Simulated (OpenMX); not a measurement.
A run of OpenMX 3.8.5:

Zr.dat

```
System.CurrrentDirectory             ./
System.Name                          Zr
DATA.PATH                            ./DFT_DATA13
level.of.stdout                      1
level.of.fileout                     1
Species.Number                       1
<Definition.of.Atomic.Species
  Zr  Zr7.0-s3p2d2           Zr_PBE13
Definition.of.Atomic.Species>

Atoms.Number                         1
Atoms.SpeciesAndCoordinates.Unit     FRAC
<Atoms.SpeciesAndCoordinates
    1  Zr    0.0000000000    0.0000000000    0.0000000000   6.000  6.000     0.00    0.00    0.00    0.00  0  off
Atoms.SpeciesAndCoordinates>

Atoms.UnitVectors.Unit               Ang
<Atoms.UnitVectors
    -1.8100000000    1.8100000000    1.8100000000
     1.8100000000   -1.8100000000    1.8100000000
     1.8100000000    1.8100000000   -1.8100000000
Atoms.UnitVectors>

scf.XcType                           GGA-PBE
scf.SpinPolarization                 nc
scf.SpinOrbit.Coupling               on
scf.ElectronicTemperature            580.226
scf.energycutoff                     400.0
scf.maxIter                          100
scf.EigenvalueSolver                 band
scf.Kgrid                            7 7 7
scf.Mixing.Type                      rmm-diisk
scf.Init.Mixing.Weight               0.05
scf.Min.Mixing.Weight                0.001
scf.Max.Mixing.Weight                0.3
scf.Mixing.History                   25
scf.Mixing.StartPulay                8
scf.criterion                        1.0e-7
MD.Type                              nomd
Band.dispersion                      on
Band.Nkpath                          6
<Band.kpath
   26   0.000000  0.000000  0.000000    0.500000 -0.500000  0.500000  G H
   18   0.500000 -0.500000  0.500000    0.000000  0.000000  0.500000  H N
   18   0.000000  0.000000  0.500000    0.000000  0.000000  0.000000  N G
   22   0.000000  0.000000  0.000000    0.250000  0.250000  0.250000  G P
   22   0.250000  0.250000  0.250000    0.500000 -0.500000  0.500000  P H
   13   0.250000  0.250000  0.250000    0.000000  0.000000  0.500000  P N
Band.kpath>
```

Potentials or basis: OpenMX 2013 PBE set, Zr7.0-s3p2d2, grid cutoff 400 Ry.

Launch:

```sh
$ openmx Zr.dat -nt 1 > Zr.std
```

Hardware: 1 thread of AMD EPYC 7R43 64-Core Processor (Zen 3) (shared host).

Q: How long does it take, and how much memory?

A: Run time: 80 s on 1 thread of AMD EPYC 7R43 64-Core Processor (Zen 3) (shared host), peak memory 0.46 GiB. Counts: k points 343, basis 19, scf iterations 15.
